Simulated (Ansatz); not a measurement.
## KBr: clamped-ion strain scan

Level of theory: Ansatz 0.2.0, DFT r2SCAN, scalar-relativistic, plane waves, PAW. Cutoff 500 eV, Γ-centred 6×6×6 k-points, Gaussian smearing of 0.05 eV. No spin polarisation. Energies are free energies at this smearing, counted from the undisturbed cell; pressure is positive in compression.

Reference structure (as given, not relaxed at this level; it stands at 0.2 GPa):

```xyz
2
Lattice="0.0000 3.2925 3.2925 3.2925 0.0000 3.2925 3.2925 3.2925 0.0000" Properties=species:S:1:pos:R:3 pbc="T T T"
K     0.0000    0.0000    0.0000
Br    3.2925    3.2925    3.2925
```

The cell is strained by ε times the Voigt pattern (0, 0, 0, 0, 1, 0) (xx, yy, zz, yz, xz, xy; engineering shear) with fractional coordinates fixed.

```
      ε  ΔE (meV/atom) stress summed along the pattern (GPa, tension positive) pressure (GPa) gap on the mesh (eV)
-0.1000            6.0                                                    -0.54             0.2                  4.94
-0.0500            1.5                                                    -0.26             0.2                  5.03
 0.0000            0.0                                                     0.00             0.2                  5.10
 0.0125              ?                                                     0.07             0.2                     ?
 0.0250            0.4                                                     0.13             0.2                  5.07
 0.0375            0.8                                                     0.20             0.2                  5.05
 0.0625            2.3                                                        ?             0.2                     ?
 0.0750            3.4                                                     0.40             0.2                  4.99
 0.0875            4.6                                                     0.47             0.2                  4.96
```

By symmetry 0.1000 repeats -0.1000, -0.0750 repeats 0.0750, 0.0500 repeats -0.0500, -0.0250 repeats 0.0250 in energy, with the opposite slope along the path.

(1) Give the withheld values.

Answers

(1) ΔE (meV/atom) at ε = 0.0125: 0.1; gap on the mesh (eV) at ε = 0.0125: 5.08; stress summed along the pattern (GPa, tension positive) at ε = 0.0625: 0.33; gap on the mesh (eV) at ε = 0.0625: 5.01.